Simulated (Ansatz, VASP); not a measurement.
# One calculation of Al, two programs

INCAR

```
  PREC = Accurate
  ENCUT = 520
  EDIFF = 1E-6
  ISMEAR = 0
  SIGMA = 0.05
  LREAL = F
  LASPH = T
  NELM = 80
  ALGO = Normal
  ISIF = 2
  LWAVE = F
  LCHARG = F
  GGA = PE
  NBANDS = 8
```

KPOINTS

```
regular mesh
0
Gamma
  8 8 8
```

The input POSCAR:

```
Al
1.0
   -1.6228377646      1.6228377646      1.6228377646
    1.6228377646     -1.6228377646      1.6228377646
    1.6228377646      1.6228377646     -1.6228377646
Al
1
Direct
    0.0000000000      0.0000000000      0.0000000000
```

Input for Ansatz:

```yaml
crystal:
  lattice:
    - [-1.6228377646, 1.6228377646, 1.6228377646]
    - [1.6228377646, -1.6228377646, 1.6228377646]
    - [1.6228377646, 1.6228377646, -1.6228377646]
  atoms:
    - { symbol: Al, position: [0.0, 0.0, 0.0] }
basis:
  ecutwfc: 420
  ecutrho_ratio: 4
kpoints:
  mp_grid: { grid: [8, 8, 8] }
hamiltonian:
  xc: pbe
scf:
  occupations: { method: gaussian, width: 0.05 }
output:
  forces: true
  stress: true
  eigenvalues: true
```

Alike in both runs: task single point; functional PBE; k mesh 8 × 8 × 8; occupations gaussian, width 0.05 eV; no spin polarisation.

|  | VASP | Ansatz |
| --- | --- | --- |
| version | VASP 6.6.1 | Ansatz 0.2.0 |
| potentials or method | VASP PAW PBE potentials, release 64 (Al) | scalar-relativistic, plane waves, PAW |
| plane-wave cutoff (eV) | 520 | 420 |
| valence electrons in the cell | 3 | 3 |

|  | VASP | Ansatz | Ansatz less VASP |
| --- | --- | --- | --- |
| gap on the k mesh at the Fermi level (eV) | none | none | - |
| pressure (GPa) | 0.0 | 0.0 | +0.02 |

A gap of «none» marks a metal or a gap that the smearing closes.
